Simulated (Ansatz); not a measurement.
The calculation used Ansatz, DFT PBE, scalar-relativistic, plane waves, PAW. All cells share a 420 eV cutoff and Γ-centred k meshes spaced at most about 0.3 Å⁻¹ (2π included). No spin polarisation in the final relaxations.

These are static total energies at zero pressure. Both are relaxed sheets, periodic along a and b.

Two forms of CaSe were relaxed alike.

A.

```cif
data_structure
_symmetry_space_group_name_H-M 'P 1'
_symmetry_Int_Tables_number 1
_cell_length_a 4.7737
_cell_length_b 4.7737
_cell_length_c 36.1635
_cell_angle_alpha 90.000
_cell_angle_beta 90.000
_cell_angle_gamma 120.000
_cell_volume 713.68
loop_
_atom_site_label
_atom_site_type_symbol
_atom_site_fract_x
_atom_site_fract_y
_atom_site_fract_z
_atom_site_occupancy
Ca1 Ca 0.66667 0.33333 0.21246 1
Ca2 Ca 0.33333 0.66667 0.36824 1
Se1 Se 0.00000 0.00000 0.21242 1
Se2 Se 0.00000 0.00000 0.36828 1
```

B.

```cif
data_structure
_symmetry_space_group_name_H-M 'P 1'
_symmetry_Int_Tables_number 1
_cell_length_a 4.0293
_cell_length_b 4.0293
_cell_length_c 23.8000
_cell_angle_alpha 90.000
_cell_angle_beta 90.000
_cell_angle_gamma 90.000
_cell_volume 386.41
loop_
_atom_site_label
_atom_site_type_symbol
_atom_site_fract_x
_atom_site_fract_y
_atom_site_fract_z
_atom_site_occupancy
Ca1 Ca 0.50000 0.50000 0.29412 1
Se1 Se 0.00000 0.00000 0.29412 1
```

Problem. Which form is favoured at zero pressure, and by what margin per atom?

Solution. B is lower, by 179 meV/atom. A has layer group p-3m1 (No. 72), 4.9 Å²/atom and a gap of 2.67 eV on its mesh; B has layer group p4/mmm (No. 61), 8.1 Å²/atom and a gap of 2.50 eV. Counting Se atoms around Ca (those within 1.25 times the shortest such distance or 1.15 times the sum of covalent radii), A has Ca 3 and B has Ca 4. In A, Ca at height 0.00 Å has 3 Se at 2.76 Å; Se at height 0.00 Å has 3 Ca at 2.76 Å. In B, Ca at height 0.00 Å has 4 Se at 2.85 Å; Se at height 0.00 Å has 4 Ca at 2.85 Å. Both come from invented guesses.

Kohn–Sham gaps at this level usually fall short of measured ones. Cells relaxed within their symmetry can be saddle points.
